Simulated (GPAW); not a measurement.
# free-standing triangular Cr monolayer, spacing 2.432 A: parallel, opposed and spinless runs

Aim: find out whether free-standing triangular Cr monolayer, spacing 2.432 A carries moments, and which collinear order costs least.

Method: LDA; plane waves with GPAW's PAW setups, scalar-relativistic, in GPAW 26.7.0.

This is a report of a sequence of runs, with most program output left out.

## Step 1: The starting structure

The cell holds 1 atom: 1 Cr. Its edges and angles: a = 2.432 Å, b = 2.432 Å, c = 14.000 Å, α = 90.0°, β = 90.0°, γ = 120.0°. model lattice. Vacuum lies along c.

## Step 2: Run 1 (ferro +)

The parallel start comes first: it fits the smallest cell, keeps the most symmetry and shows whether parallel moments form.

File order1.py:

```python
import json
import numpy as np
from ase import Atoms
from ase.parallel import paropen, parprint
from gpaw import GPAW

atoms = Atoms(['Cr'],
    cell=[[2.432, 0.0, 0.0],
         [-1.216, 2.106174, 0.0],
         [0.0, 0.0, 14.0]],
    scaled_positions=[[0.0, 0.0, 0.5]],
    pbc=True,
    magmoms=[2.5])
atoms.calc = GPAW(mode={'name': 'pw', 'ecut': 550},
    xc='LDA',
    kpts={'size': (12, 12, 1), 'gamma': True},
    occupations={'name': 'fermi-dirac', 'width': 0.05},
    convergence={'density': 1e-05, 'energy': 1e-05},
    maxiter=200,
    symmetry={'tolerance': 1e-4},
    txt='order1.txt')
e = atoms.get_potential_energy(force_consistent=True)
res = {'free_energy': e, 'energy_sigma0': atoms.get_potential_energy(), 'fermi_energy': atoms.calc.get_fermi_level()}
res['moments'] = atoms.get_magnetic_moments().tolist()
res['total'] = atoms.get_magnetic_moment()
parprint('site moments (muB):', np.round(res['moments'], 3))
parprint(f"total moment: {res['total']:.3f} muB")
parprint(f'free energy: {e:.6f} eV')
atoms.calc.write('order1.gpw')
with paropen('results.json', 'w') as f:
    json.dump(res, f)
```

Started as:

```sh
$ OMP_NUM_THREADS=1 python3 order1.py > order1.log
```

Run time: 33 s. Hardware: 1 MPI rank of AMD EPYC 7R43, shared host; peak memory 0.17 GiB.

Read from the output:

* final state: non-magnetic

After 27 cycles the seed has died away: no moment is left.

## Step 3: Run 2 (antiferro q=(0,1/2,0) +-)

Reversing part of the moments tests the sign of the couplings between them.

The cell is doubled to 2 atoms to hold this order. Its mesh is chosen so that both cells sample the same points.

order2.py is the script of step 2 with these lines changed:

```diff
@@ -6,12 +6,13 @@
 
-atoms = Atoms(['Cr'],
+atoms = Atoms(['Cr', 'Cr'],
     cell=[[2.432, 0.0, 0.0],
-         [-1.216, 2.106174, 0.0],
+         [-2.432, 4.212348, 0.0],
          [0.0, 0.0, 14.0]],
-    scaled_positions=[[0.0, 0.0, 0.5]],
+    scaled_positions=[[0.0, 0.0, 0.5],
+         [0.0, 0.5, 0.5]],
     pbc=True,
-    magmoms=[2.5])
+    magmoms=[2.5, -2.5])
 atoms.calc = GPAW(mode={'name': 'pw', 'ecut': 550},
     xc='LDA',
-    kpts={'size': (12, 12, 1), 'gamma': True},
+    kpts={'size': (12, 6, 1), 'gamma': True},
     occupations={'name': 'fermi-dirac', 'width': 0.05},
@@ -20,3 +21,3 @@
     symmetry={'tolerance': 1e-4},
-    txt='order1.txt')
+    txt='order2.txt')
 e = atoms.get_potential_energy(force_consistent=True)
@@ -28,3 +29,3 @@
 parprint(f'free energy: {e:.6f} eV')
-atoms.calc.write('order1.gpw')
+atoms.calc.write('order2.gpw')
 with paropen('results.json', 'w') as f:
```

Started as:

```sh
$ OMP_NUM_THREADS=1 python3 order2.py > order2.log
```

Wall time 4.6 min (1 MPI rank); peak memory 0.29 GiB.

Numbers from this step:

| Quantity | Value |
| --- | --- |
| magnetization | 0 μB |
| final state | antiferromagnetic |
| largest moment | 1.632 μB |

It lies 47.6 meV a seeded atom under the first start, and its largest moment is 1.63 μB against 1.8e-5 μB.

## Step 4: Run 3 (no spin polarisation)

This run holds no moments, which gives a state to set the others against.

File nospin.py:

```python
import json
import numpy as np
from ase import Atoms
from ase.parallel import paropen, parprint
from gpaw import GPAW

atoms = Atoms(['Cr'],
    cell=[[2.432, 0.0, 0.0],
         [-1.216, 2.106174, 0.0],
         [0.0, 0.0, 14.0]],
    scaled_positions=[[0.0, 0.0, 0.5]],
    pbc=True)
atoms.calc = GPAW(mode={'name': 'pw', 'ecut': 550},
    xc='LDA',
    kpts={'size': (12, 12, 1), 'gamma': True},
    occupations={'name': 'fermi-dirac', 'width': 0.05},
    convergence={'density': 1e-05, 'energy': 1e-05},
    maxiter=200,
    symmetry={'tolerance': 1e-4},
    txt='nospin.txt')
e = atoms.get_potential_energy(force_consistent=True)
res = {'free_energy': e, 'energy_sigma0': atoms.get_potential_energy(), 'fermi_energy': atoms.calc.get_fermi_level()}
parprint(f'free energy: {e:.6f} eV')
atoms.calc.write('nospin.gpw')
with paropen('results.json', 'w') as f:
    json.dump(res, f)
```

Started as:

```sh
$ OMP_NUM_THREADS=1 python3 nospin.py > nospin.log
```

The job ended after 16 s (1 MPI rank; peak memory 0.15 GiB).

Read from the output:

```yaml
final_state: non-magnetic (no spin polarisation)
```

It ends in the same state without moments as the first start; the 4.7e-6 meV between them is numerical noise.

## Step 5: Energies of the orders

These are free energies at a smearing of 0.05 eV, so its entropy term is in the differences. They are divided by the number of seeded atoms, so that cells of unlike size compare. Wavevectors q in the names are fractions of the reciprocal vectors of the first run's cell.

Orders:

```
                   start        final state  typed order kept  energy over the lowest (meV a seeded atom)  largest site moment (μB)  net moment (μB a primitive cell)  mesh matched  CPU time (s)
                 ferro +       non-magnetic                no                                       47.63                         0                                 0           yes         33.16
antiferro q=(0,1/2,0) +-  antiferromagnetic               yes                                           0                     1.632                                 0           yes         274.7
    no spin polarisation       non-magnetic                 -                                       47.63                         0                                 0           yes         15.79
```

## Step 6: What came out

```
lowest state found                 : antiferromagnetic (typed antiferro q=(0,1/2,0) +-)
largest site moment                : 1.63 μB
next state                         : non-magnetic, 47.6 meV a seeded atom higher
energy gained by spin polarisation : 47.6 meV a seeded atom
```

The lowest state found is antiferromagnetic, reached from the start antiferro q=(0,1/2,0) +-, with moments up to 1.63 μB. 1 start left the typed pattern (a sign turned or a seeded moment died), so such an energy belongs to the state reached, not the one typed. Only 3 starts are shown; other collinear patterns, canted and longer-period orders are not.

[Logs and program files are shortened in this print: banners, set-up blocks, solver, clock and traceback lines can be left out without a mark of their own.]

[Logs are printed without paths, hosts, clocks, repeated set-up lines and the standing remarks that a program may print on its own settings, such as how far it seeks lower states.]

[Hosts, paths, dates, database ids (printed as entryN), source tags and the programs' standing remarks are cut or masked in the printed files.]

[Where a cell is said to come from a database of computed structures, the database is the Materials Project.]
